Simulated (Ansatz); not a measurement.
Runs of Ansatz 0.2.0 on TaN. Symmetry: Pm-3m, No. 221, cubic system. The conventional cell has a = 2.732 Å, b = 2.732 Å, c = 2.732 Å, α = 90.00°, β = 90.00°, γ = 90.00°. Ta (site symmetry m-3m) has 8 N at 2.37 Å as nearest neighbours. N (site symmetry m-3m) has 8 Ta at 2.37 Å as nearest neighbours. The cell comes from a database or a generator and needn't be the stable form of this composition.

```tsv
task	level	cell	cutoff (eV)	points for each segment of the path	gap on the mesh (eV)	pressure (GPa)	relaxed volume (Å³/atom)
single point	r2SCANh	as given	500	-	none	0.0	-
band structure	HSE03	as given	420	4	none	-0.7	-
single point	HF	as given	420	-	none	(b)	-
relaxation of cell and atoms	PBEsol0	relaxed	420	-	none	0.0	9.98
relaxation of cell and atoms	B3LYP	relaxed	420	-	none	0.0	10.54
relaxation of cell and atoms	HF	relaxed	420	-	none	0.0	(a)
single point	PBE0	as given	420	-	none	-0.4	-
relaxation of cell and atoms	HSE03	relaxed	420	-	none	0.0	10.18
```

Alike in all rows: potentials or basis Ansatz PAW; no spin polarisation; k mesh 5 × 5 × 5; smearing fermi-dirac 0.05 eV; the mesh is coarse, so values aren't converged.

Estimate the missing entries.

(a) 10.40; (b) 7.3.

Caveats: all runs use coarse meshes; the PAW data sets come from PBE, with cores solved anew for the run's functional, which leaves a small shift of forces and pressure; the thresholds are loose for stress (some runs); the plane-wave basis is chosen anew once the cell has moved, so the energies of steps on either side of that aren't comparable (some runs); spin-orbit coupling is left out, which moves the levels of the heavy elements (some runs).

A k mesh can miss the band edges, and the runs leave out spin-orbit coupling on Ta.

A gap of «none» marks a metal or a gap under the smearing width.
